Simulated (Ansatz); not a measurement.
**Cs in Ansatz: the effect of target pressure**

Cs:

```
CELL_PARAMETERS angstrom
5.56631 0.00000 0.00000
-2.78315 4.82056 0.00000
0.00000 0.00000 9.25848
ATOMIC_POSITIONS crystal
Cs 0.66667 0.33333 0.75000
Cs 0.33333 0.66667 0.25000
```

This isn't the form of Cs at room conditions, which is bcc.

Alike in all runs:

| Item | Value |
| --- | --- |
| Program | Ansatz 0.2.0 |
| Task | relaxation of cell and atoms |
| Functional | PBEsol |
| Potentials or basis | Ansatz PAW |
| Cutoff | 420 eV (not typed: the program's choice for these potentials) |
| k mesh | 6 × 6 × 3 |
| Occupations | fermi-dirac, width 0.05 eV |
| Spin | no spin polarisation |

Each run relaxes the cell or the atoms first.

```csv
target pressure,relaxed volume (Å³/atom)
0 GPa,109.90
2 GPa,65.37
5 GPa,39.92
10 GPa,30.93
20 GPa,26.83
30 GPa,?
```

Question: What does the run with target pressure 30 GPa give?

Answer: Relaxed volume 24.60 Å³/atom.

Worked out: A parabola through the other rows of the relaxed volume, of slope 13.9 Å³/atom per GPa there, extrapolates to 123.97 Å³/atom, against the run's 24.60. The fit is too stiff a form for this range.

Caveats: the plane-wave basis is chosen anew once the cell has moved, so the energies of steps on either side of that aren't comparable; the PAW data sets come from PBE, with cores solved anew for the run's functional, which leaves a small shift of forces and pressure; the volume moved by over 15 % at a fixed basis, so the end points are rough (some runs).
